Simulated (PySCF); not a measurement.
**Choosing a basis for TDDFT**

C6H6O.
SMILES: `Oc1ccccc1`

TDDFT with PBE0 (PySCF), vertical singlets, core orbitals frozen in the response, spherical d and f functions. Isolated species at its PBE0-D3(BJ)/def2-SVP geometry (one conformer only).

Question: How do the low singlets change with the basis? Take 6-31G*, def2-SVP, 6-31+G*, def2-SVPD, aug-cc-pVDZ and def2-TZVP.

Answer: 

```csv
basis,functions,diffuse,S1 (eV),S2 (eV),S3 (eV),S4 (eV),S5 (eV),LUMO (eV),α (au)
6-31G*,110,no,5.31,6.20,7.09,7.25,7.26,0.19,59.0
def2-SVP,128,no,5.24,6.13,6.73,7.18,7.19,-0.12,62.4
6-31+G*,138,yes,5.17,5.55,5.97,6.08,6.48,-0.26,70.1
def2-SVPD,191,yes,5.15,5.92,5.96,6.58,6.91,-0.34,72.7
aug-cc-pVDZ,215,yes,5.10,5.35,5.80,5.88,6.15,-0.35,74.7
def2-TZVP,253,no,5.14,5.97,6.25,6.93,6.96,-0.27,70.3
```

States are compared by their number. Against the largest diffuse basis here (aug-cc-pVDZ, itself not a converged limit), sets without diffuse functions differ by up to 0.21 eV in S1 and 1.11 eV in S5; the smaller diffuse sets differ by up to 0.07 and 0.76 eV. State by state, the largest deviation of a set without diffuse functions is S1 0.21, S2 0.85, S3 1.29, S4 1.37, S5 1.11 eV. The same number needn't mean the same state in each row. Against aug-cc-pVDZ the polarisability deviates by -21% in 6-31G*, -16% in def2-SVP, -6% in 6-31+G*, -3% in def2-SVPD, -6% in def2-TZVP. A single + in a Pople set puts diffuse functions on heavy atoms only.
